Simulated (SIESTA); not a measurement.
**MoS2 under changes of volume**

One of the cells (51.749 Å³/atom); the others are scaled copies at fixed shape and fractional positions:

```
Mo S
1.0
     3.20521    0.00000    0.00000
    -1.60261    2.77580    0.00000
     0.00000    0.00000   17.44940
Mo S
1 2
Cartesian
  0.0000 0.0000 0.0000
  0.0000 1.8505 15.8878
  0.0000 1.8505 1.5616
```

* Program: SIESTA 5.4.2
* Functional: PBEsol
* Potentials or basis: PseudoDojo 0.4 standard (PBEsol files)
* Basis: DZP (energy shift 0.003 Ry; two zetas on semicore shells)
* Grid cutoff: 800 Ry
* Energy shift: 0.003 Ry
* k mesh: 10 × 10 × 2
* Occupations: fermi-dirac, width 0.05 eV
* Spin: no spin polarisation

```csv
volume (Å³/atom),energy over the lowest point (meV/atom),gap on the mesh (eV),largest force (eV/Å)
47.690,?,?,?
48.705,10.67,1.83,1.002
49.720,0.00,1.77,0.607
51.749,0.67,1.66,0.096
52.764,10.60,1.61,0.407
53.779,26.00,1.56,0.694
```

Q: What does the run at 47.690 Å³/atom give?

A: Energy over the lowest point 29.85 meV/atom; gap on the mesh 1.89 eV; largest force 1.429 eV/Å.

Worked out: A Birch-Murnaghan fit of order 3 (a polynomial in V^(-2/3)) to the other rows has its minimum at 50.67 Å³/atom with B0 = V·E''(V) = 54 GPa and B' = 4.4 at fixed shape and positions, which overstates the stiffness. It gives 29.83 meV/atom at 47.690 Å³/atom, against the run's 29.85. A straight line through the other rows of the gap, of slope -2.72 eV per unit of ln V, extrapolates to 1.88 eV, against the run's 1.89.

Energies are extrapolated to zero smearing.

Caveats: the basis of atomic orbitals isn't converged, which shifts pressures, moduli and gaps.

A mesh can miss the band edges. Spin-orbit coupling on Mo is left out.
